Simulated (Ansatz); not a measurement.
The slice is one period of a {100} plane through atoms; its size isn't given.

Computed with PBEsol (plane waves to 420 eV, PAW, scalar-relativistic; Ansatz, a quantum-chemistry and plane-wave program). Inside the PAW spheres the values are not all-electron values, and peaks at nuclei hang on which shells count as valence.

```
|999988776655444433332222222222333344445566778899|
|888888665555444433332222222222333344445555668888|
|777766665544443333222222222222223333444455666677|
|666655554444333333222222222222223333334444555566|
|555555444444333322222211111122222233334444445555|
|444444443333332222221111111111222222333333444444|
|444444333333222222111111111111112222223333334444|
|333333333322222211111100000011111122222233333333|
|333333222222221111000000000000001111222222223333|
|222222222222111111000000000000001111112222222222|
|222222222211111100000000000000000011111122222222|
|222222222211111100000000000000000011111122222222|
|222222222211111100000000000000000011111122222222|
|222222222222111111000000000000001111112222222222|
|333333222222221111000000000000001111222222223333|
|333333333322222211111100000011111122222233333333|
|444444333333222222111111111111112222223333334444|
|444444443333332222221111111111222222333333444444|
|555555444444333322222211111122222233334444445555|
|666655554444333333222222222222223333334444555566|
|777766665544443333222222222222223333444455666677|
|888888665555444433332222222222333344445555668888|
|999988776655444433332222222222333344445566778899|
|999988776655444433332222222222333344445566778899|
```
Scale: ten equal steps from -1.91 (start of '0') to 1.36 (end of '9'), in the order '0123456789'. Values: log₁₀ of the valence density in e/Å³. The map has 24 points along u (two characters each, u = 0 at the left) and 24 along v (v = 0 in the bottom row). The scale is logarithmic, as a density can span decades between atoms and voids.

```
|xxx1356998644468996531xx|
|xx024579986434689975420x|
|112456798753335789765421|
|334556887642224678865543|
|555668886432123468886655|
|667788765321112356788776|
|999988653210001235688999|
|999876532100000123567899|
|888764321000000012346788|
|666543210000000001234566|
|544322100000000000122344|
|443321100000000000112334|
|544322100000000000122344|
|666543210000000001234566|
|888764321000000012346788|
|999876532100000123567899|
|999988653210001235688999|
|667788765321112356788776|
|555668886432123468886655|
|334556887642224678865543|
|112456798753335789765421|
|xx024579986434689975420x|
|xxx1356998644468996531xx|
|xxx1356998654568996531xx|
```
Scale: ten equal steps from 0.01 (start of '0') to 0.66 (end of '9'), in the order '0123456789'. Values: electron localisation function (ELF). The map has 24 points along u (one character each, u = 0 at the left) and 24 along v (v = 0 in the bottom row). Points within 0.5 Å of a nucleus are blanked (x), as the pseudised field means little there.

Q: Which relaxed crystal do these maps come from?
A) AlSb (zinc blende)
B) BeSe (zinc blende)
C) GaAs (zinc blende)
D) GaP (zinc blende)

A: A, AlSb (zinc blende). Atoms on the slice: Sb at (0.00, 0.00)

All were relaxed with their symmetry unable to fall. Spin-orbit coupling is left out.
